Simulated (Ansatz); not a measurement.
Runs of Ansatz 0.2.0 on CuO. The typed cell holds 4 atoms: a = 2.880 Å, b = 2.880 Å, c = 5.176 Å, α = 89.81°, β = 89.81°, γ = 89.22°. The cell comes from a database or a generator and needn't be the stable form of this composition.

| task | level | U | cell | k mesh | cutoff (eV) | hubbard projectors | double counting | points for each segment of the path | gap on the mesh (eV) | pressure (GPa) | relaxed volume (Å³/atom) |
| --- | --- | --- | --- | --- | --- | --- | --- | --- | --- | --- | --- |
| relaxation of cell and atoms | r2SCAN+U | Cu d U = 5.3 eV | relaxed | 9 × 9 × 5 | 500 | ortho-atomic (the default) | fll (the default) | - | none | 0.0 | 10.90 |
| relaxation of cell and atoms | BLYP | - | relaxed | 9 × 9 × 5 | 420 | - | - | - | none | 0.0 | 11.65 |
| relaxation of cell and atoms | r2SCAN | - | relaxed | 9 × 9 × 5 | 500 | - | - | - | none | 0.0 | (b) |
| relaxation of cell and atoms | LDA+U | Cu d U = 4.5 eV | relaxed | 9 × 9 × 5 | 420 | ortho-atomic (the default) | fll (the default) | - | none | 0.0 | (a) |
| relaxation of cell and atoms | LDA | - | relaxed | 9 × 9 × 5 | 420 | - | - | - | none | 0.0 | 10.27 |
| band structure | r2SCAN | - | as given | 9 × 9 × 5 | 500 | - | - | 14 | none | -0.7 | - |
| phonons | PBEsol | - | as given | 8 × 8 × 5 | 420 | - | - | - | none | - | - |

Alike in all rows: potentials or basis Ansatz PAW; no spin polarisation; smearing fermi-dirac 0.05 eV.

Problem. Fill in the values left out.

Solution. (a) 10.40; (b) 10.73.

Caveats: the run has no spin polarisation, though such a crystal can be magnetic; the PAW data sets come from PBE, with cores solved anew for the run's functional, which leaves a small shift of forces and pressure; the plane-wave basis is chosen anew once the cell has moved, so the energies of steps on either side of that aren't comparable (some runs); semilocal functionals often make such compounds metallic where correlation or magnetic order opens a gap, which also shifts bond lengths (some runs); U without spin polarisation on a metal has little footing (some runs); the potentials were made for another functional, which shifts forces and pressure (some runs).

A k mesh can miss the band edges.

A gap of «none» marks a metal or a gap under the smearing width.

Not every run made on this cell is shown here.
